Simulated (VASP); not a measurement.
# O2 in VASP: notebook

One molecule, O2, is run at these levels: LDA; tasks: relaxation of the atoms, vibrations by finite differences.

Everything below comes from runs of VASP 6.6.1. Logs are shortened: lines on timing, memory, paths and dates and some standing lists are left out, and cuts for length are marked.

### Step 1. The molecule as given

The cell holds a molecule in a box, 2 atoms: a = 11.626 Å, b = 12.126 Å, c = 12.626 Å, α = 90.00°, β = 90.00°, γ = 90.00°.

### Step 2. Relaxation of the atoms, LDA, collinear spin, ferromagnetic start

File INCAR:

```
  PREC = Accurate
  ENCUT = 400
  EDIFF = 1E-6
  ISMEAR = 0
  SIGMA = 0.01
  LREAL = F
  LASPH = T
  NELM = 60
  ALGO = Fast
  ISIF = 2
  LWAVE = F
  LCHARG = F
  ISPIN = 2
  MAGMOM = 1.1 1.1
  LORBIT = 11
  NUPDOWN = 2
  GGA = CA
  IBRION = 2
  NSW = 120
  EDIFFG = -0.03
  ISYM = 0
```

File KPOINTS:

```
regular mesh
0
Gamma
  1 1 1
```

File POSCAR:

```
O
1.0
   11.6260970939      0.0000000000      0.0000000000
    0.0000000000     12.1260970939      0.0000000000
    0.0000000000      0.0000000000     12.6260970939
O
2
Selective dynamics
Direct
    0.5484297131      0.5219067480      0.5038687911  F F F
    0.4515702869      0.4863399285      0.4961312089  T T T
```

Potentials or basis: VASP PAW LDA potentials, release 64 (O).

On the command line:

```sh
cat potpaw_LDA.64/O/POTCAR > POTCAR
mpirun -np 1 vasp_gam > vasp.out
```

OUTCAR:

```text
PREC = Accurate
   ENCUT = 400
   EDIFF = 1E-6
   ISMEAR = 0
   LREAL = F
   LASPH = T
   NELM = 60
   ISIF = 2
   ISPIN = 2
   LORBIT = 11
   NUPDOWN = 2
   GGA = CA
   IBRION = 2
   NSW = 120
   EDIFFG = -0.03
   ISYM = 0

 ion  position               nearest neighbor table
   1  0.548  0.522  0.504-   2 1.21
   2  0.452  0.486  0.496-   1 1.21

IMPORTANT INFORMATION: All symmetrisations will be switched off!
NOSYMM: (Re-)initialisation of all symmetry stuff for point group C_1.

----------------------------------------------------------------------------------------

                                     Primitive cell

  volume of cell :    1780.0168

  direct lattice vectors                    reciprocal lattice vectors
    11.626097094  0.000000000  0.000000000     0.086013388  0.000000000  0.000000000
     0.000000000 12.126097094  0.000000000     0.000000000  0.082466765  0.000000000
     0.000000000  0.000000000 12.626097094     0.000000000  0.000000000  0.079201038

  length of vectors
    11.626097094 12.126097094 12.626097094     0.086013388  0.082466765  0.079201038

  position of ions in fractional coordinates (direct lattice)
     0.548429713  0.521906748  0.503868791
     0.451570287  0.486339929  0.496131209

  ion indices of the primitive-cell ions
   primitive index   ion index
                 1           1
                 2           2

----------------------------------------------------------------------------------------

 KPOINTS: regular mesh

Automatic generation of k-mesh.
 Grid dimensions read from file:
 generate k-points for:    1    1    1

 Generating k-lattice:

  Cartesian coordinates                     Fractional coordinates (reciprocal lattice)
     0.086013388  0.000000000  0.000000000     1.000000000  0.000000000  0.000000000
     0.000000000  0.082466765  0.000000000     0.000000000  1.000000000  0.000000000
     0.000000000  0.000000000  0.079201038     0.000000000  0.000000000  1.000000000

  Length of vectors
     0.086013388  0.082466765  0.079201038

  Shift w.r.t. Gamma in fractional coordinates (k-lattice)
     0.000000000  0.000000000  0.000000000

 Subroutine IBZKPT returns following result:
 ===========================================

 Found      1 irreducible k-points:

 Following reciprocal coordinates:
            Coordinates               Weight
  0.000000  0.000000  0.000000      1.000000
   k-points           NKPTS =      1   k-points in BZ     NKDIM =      1   number of bands    NBANDS=     11
[... 39 lines left out ...]
  Fermi-wavevector in a.u.,A,eV,Ry     =   0.309262  0.584421  1.301306  0.095643
  Thomas-Fermi vector in A             =   1.185817
   LORBIT       =     11    0 simple, 1 ext, 2 COOP (PROOUT), +10 PAW based schemes
   GGA     = CA    functional components
   LHFCALC =     F    Hartree Fock is set to
   AEXX    =    0.0000 exact exchange contribution
   IVDW    =     0    specifies the selected vdW correction
   LEPSILON=     F    determine dielectric tensor
   LRPA    =     F    only Hartree local field effects (RPA)
 conjugate gradient relaxation of ions
 spin polarized calculation
 RMM-DIIS sequential band-by-band and
 Gauss-broadening in eV      SIGMA  =   0.01
  energy-cutoff  :      400.00
  volume of cell :     1780.02
 maximum number of plane-waves:     16200
 NGX is ok and might be reduce to    80
   NGX = 37   NGY = 39   NGZ = 41

--------------------------------------- Ionic step        1  -------------------------------------------

 number of electron      12.0000004 magnetization       1.9999869

 Free energy of the ion-electron system (eV)
  ---------------------------------------------------
  ext. energy  EPLUGINS =         0.00000000
  ---------------------------------------------------
  free energy    TOTEN  =       -10.46886661 eV

  energy without entropy =      -10.46886661  energy(sigma->0) =      -10.46886661

------------------------ aborting loop because EDIFF is reached ----------------------------------------

  FORCE on cell =-STRESS in cart. coord.  units (eV):
  Direction    XX          YY          ZZ          XY          YZ          ZX
  --------------------------------------------------------------------------------------
  -------------------------------------------------------------------------------------
  Total       -0.1962180     -1.3461872     -1.5249649      0.5267485      0.0456286      0.1175523
  in kB       -0.1766140     -1.2116912     -1.3726073      0.4741216      0.0410699      0.1058078
  external PRESSURE =      -0.9203042 kB  Pullay stress =       0.0000000 kB
[... 59 lines left out ...]
--------------------------------------- Ionic step        3  -------------------------------------------

 number of electron      12.0000003 magnetization       2.0000004

 Free energy of the ion-electron system (eV)
  ---------------------------------------------------
  ext. energy  EPLUGINS =         0.00000000
  ---------------------------------------------------
  free energy    TOTEN  =       -10.47508299 eV

  energy without entropy =      -10.47508299  energy(sigma->0) =      -10.47508299

 E-fermi : -11.8600     XC(G=0):  -0.3394

 val. band max:       -6.9538963484   @ k =   0.0000   0.0000   0.0000
 cond. band min:      -4.9977694361   @ k =   0.0000   0.0000   0.0000
 fundamental gap:      1.9561269123
 Fermi energy:        -6.8418056573

 spin component 1

 k-point     1 :       0.0000    0.0000    0.0000
  band No.  band energies     occupation
      1     -32.7778      1.00000
      2     -20.3260      1.00000
      3     -13.6935      1.00000
      4     -13.5502      1.00000
      5     -13.5499      1.00000
      6      -6.9543      1.00000
      7      -6.9539      1.00000
      8      -0.2002      0.00000
      9       0.6729      0.00000
     10       0.7018      0.00000
     11       0.7711      0.00000
 Fermi energy:       -11.8599676563

 spin component 2

 k-point     1 :       0.0000    0.0000    0.0000
  band No.  band energies     occupation
      1     -31.5502      1.00000
      2     -18.7035      1.00000
      3     -12.6078      1.00000
      4     -11.9082      1.00000
      5     -11.9079      1.00000
      6      -4.9978      0.00000
      7      -4.9974      0.00000
      8      -0.1649      0.00000
      9       0.7212      0.00000
     10       0.7867      0.00000
     11       0.8072      0.00000
[... 27 lines left out ...]
  FREE ENERGIE OF THE ION-ELECTRON SYSTEM (eV)
  ---------------------------------------------------
  free  energy   TOTEN  =       -10.4750829851 eV

  energy  without entropy=      -10.4750829851  energy(sigma->0) =      -10.47508299

 reached required accuracy - stopping structural energy minimisation

 total charge

# of ion       s       p       d       tot
------------------------------------------
    1        1.626   3.299   0.000   4.925
    2        1.626   3.299   0.000   4.925
--------------------------------------------------
tot          3.253   6.598   0.000   9.850

 magnetization (x)

# of ion       s       p       d       tot
------------------------------------------
    1        0.008   0.803   0.000   0.811
    2        0.008   0.803   0.000   0.811
--------------------------------------------------
tot          0.016   1.606   0.000   1.622
```

OSZICAR:

```text
N       E                     dE             d eps       ncg     rms          rms(c)
DAV:   1     0.134559922972E+03    0.13456E+03   -0.22692E+03    60   0.432E+02
DAV:   2     0.416532170783E+02   -0.92907E+02   -0.92036E+02    77   0.952E+01
[... 55 lines left out ...]
RMM:  12    -0.104750650666E+02   -0.74998E-05   -0.71052E-07    32   0.523E-03    0.632E-04
RMM:  13    -0.104750751868E+02   -0.10120E-04   -0.67556E-07    31   0.378E-03    0.325E-04
RMM:  14    -0.104750793746E+02   -0.41878E-05   -0.46077E-07    29   0.296E-03    0.246E-04
RMM:  15    -0.104750806375E+02   -0.12629E-05   -0.16719E-07    24   0.199E-03    0.129E-04
RMM:  16    -0.104750824890E+02   -0.18515E-05   -0.14883E-07    26   0.199E-03    0.119E-04
RMM:  17    -0.104750829851E+02   -0.49606E-06   -0.62209E-08    22   0.155E-03
   3 F= -.10475083E+02 E0= -.10475083E+02  d E =-.621637E-02  mag=     2.0000
```

CONTCAR:

```text
O
   1.00000000000000
    11.6260970939000003    0.0000000000000000    0.0000000000000000
     0.0000000000000000   12.1260970939000003    0.0000000000000000
     0.0000000000000000    0.0000000000000000   12.6260970939000003
  O
     2
Selective dynamics
Direct
     0.5484297130999991    0.5219067479999993    0.5038687910999968   F   F   F
     0.4505669529314150    0.4859728160159661    0.4960517477114886   T   T   T

  0.00000000E+00  0.00000000E+00  0.00000000E+00
  0.00000000E+00  0.00000000E+00  0.00000000E+00
```

It took 2.9 min on 1 thread of Intel Xeon Platinum 8259CL at 2.50GHz (Skylake/Cascade Lake), shared host; peak memory 0.79 GiB.

Results:

| Quantity | Value |
| --- | --- |
| Free energy | -10.4751 eV |
| Energy gained by relaxing | 3.1 meV/atom |
| Ionic steps | 3 |
| Net moment | 2.00 μB per cell |
| Site moments | O +0.81 μB |
| Valence electrons inside the program's atomic spheres | O 4.92 |

The path:
```tsv
step	energy change (eV)	largest force (eV/Å)	pressure (GPa)
1	0.0000	1.0122	-0.09
2	0.0406	2.4641	-0.22
3	-0.0062	0.0035	-0.13
```

Final structure:
```yaml
crystal:
  lattice:
    - [11.62610, 0.00000, 0.00000]
    - [0.00000, 12.12610, 0.00000]
    - [0.00000, 0.00000, 12.62610]
  atoms:
    - { symbol: O, position: [0.54843, 0.52191, 0.50387] }
    - { symbol: O, position: [0.45057, 0.48597, 0.49605] }
```

Caveat: the cutoff is under 1.25 times the usual one of these potentials, so pressure, stress and relaxed cells hold a basis-set (Pulay) error; the standard files for N, O and F lose accuracy on very short bonds; the total moment is fixed, so each spin has its own Fermi level.

### Step 3. Vibrations by finite differences, LDA, collinear spin, ferromagnetic start

File INCAR:

```
ALGO     = Fast           # electronic algorithm
EDIFF    = 1E-7           # SCF threshold, eV
ENCUT    = 400            # plane-wave cutoff, eV
GGA      = CA             # functional
IBRION   = 5              # ionic algorithm
ISIF     = 2              # what is computed and relaxed
ISMEAR   = 0              # smearing method
ISPIN    = 2              # spin polarisation
ISYM     = 0            
LASPH    = T              # aspherical terms in the spheres
LCHARG   = F              # write CHGCAR
LORBIT   = 11             # projections on sites
LREAL    = F              # projectors in reciprocal space
LWAVE    = F              # write WAVECAR
MAGMOM   = 1.1 1.1        # initial moments
NBANDS   = 17             # bands
NELM     = 60             # most SCF steps
NFREE    = 2            
NSW      = 1              # ionic steps
NUPDOWN  = 2              # fixed moment
POTIM    = 0.015          # step
PREC     = Accurate       # precision mode
SIGMA    = 0.01           # smearing width, eV
```

File KPOINTS:

```
k-points
0
Gamma
  1 1 1
```

File POSCAR:

```
O                                       
1.0
   11.6260970939      0.0000000000      0.0000000000
    0.0000000000     12.1260970939      0.0000000000
    0.0000000000      0.0000000000     12.6260970939
  O             
     2
Selective dynamics
Direct
0.5484297130999991  0.5219067479999993  0.5038687910999968  T T T
0.4505669529314150  0.4859728160159661  0.4960517477114886  T T T
```

Potentials or basis: VASP PAW LDA potentials, release 64 (O).

On the command line:

```sh
cat potpaw_LDA.64/O/POTCAR > POTCAR
mpirun -np 1 vasp_gam > vasp.out
```

Run time: 18 min. Hardware: 1 thread of Intel Xeon Platinum 8259CL at 2.50GHz (Skylake/Cascade Lake), shared host; peak memory 0.83 GiB.

It converged, with:

```
Net moment                                            : 2.00 μB per cell
Site moments                                          : O +0.81 μB
Valence electrons inside the program's atomic spheres : O 4.92
Highest phonon frequency at Γ                         : 1623 cm⁻¹
Most unstable mode                                    : 21i cm⁻¹
```

Phonon frequencies in cm⁻¹ (negative: imaginary):
```tsv
q point	frequencies
(0.000, 0.000, 0.000)	-21 -3 0 3 27 1623
```

Caveat: the cutoff is under 1.25 times the usual one of these potentials, so pressure, stress and relaxed cells hold a basis-set (Pulay) error; some modes are imaginary; the standard files for N, O and F lose accuracy on very short bonds; the total moment is fixed, so each spin has its own Fermi level.
